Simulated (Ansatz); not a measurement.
C (hcp type), DFT, PBE, norm-conserving pseudopotentials, Ansatz's default files, scalar-relativistic (Ansatz 0.2.0), on 1 thread of AMD EPYC 9R45 (Zen 5) (shared host).

Command: `ansatz run input.yaml --threads 1 --pin off --max-ram 2048MiB --backend cpu --events-out ev --progress --plain --runs-dir out`

```yaml
crystal:
  lattice:
    - [2.1003865828, 0.0, 0.0]
    - [-1.0501932914, 1.8189881384, 0.0]
    - [0.0, 0.0, 3.4026262641]
  atoms:
    - { symbol: C, position: [0.2733333333, 0.6366666667, 0.205] }
    - { symbol: C, position: [0.7266666667, 0.3633333333, 0.795] }
kpoints:
  mp_grid: { grid: [16, 16, 9] }
scf:
  occupations: { method: fermi_dirac, width: 0.05 }
hamiltonian:
  xc: pbe
  pseudopotentials: { kind: nc }
output:
  forces: true
  stress: true
  eigenvalues: true
  populations: true
```

(1) How large is the problem that the program sets up?

(2) About how long does it take?

Results:

(1) 617 irreducible k-points, 1099 plane waves at Γ, 8 bands.

(2) 4.3 s of wall time for 6 SCF iterations. Times on shared machines scatter by tens of per cent.
